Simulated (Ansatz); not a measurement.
**Li: zone-centre modes**

Computed with DFT PBE, scalar-relativistic, plane waves, PAW (Ansatz). Settings: 420 eV plane-wave cutoff, Γ-centred 20×20×12 mesh, Fermi-Dirac smearing of 0.15 eV. No spin polarisation. Phonons by linear response, acoustic sum rule imposed.

The cell, relaxed at this level:
```xyz
2
Lattice="1.5288 -2.6482 0.0000 1.5288 2.6482 0.0000 0.0000 0.0000 5.0112" Properties=species:S:1:pos:R:3 pbc="T T T"
Li    1.5288   -1.7654    3.7584
Li    1.5288    1.7654    1.2528
```

The cell has the hcp type, in a space group that the Crystallography Open Database lists for this formula; it was reached from a generator's guess. In a metal, frequencies depend on the k mesh and the smearing, soft modes most.

Optical modes at Γ:
```tsv
frequency (cm⁻¹)	degeneracy
124	2
314	1
```

All 3 optical modes at Γ are real: no displacement of atoms at fixed cell lowers the energy to second order. Strains and modes at other wave vectors aren't tested by this run.
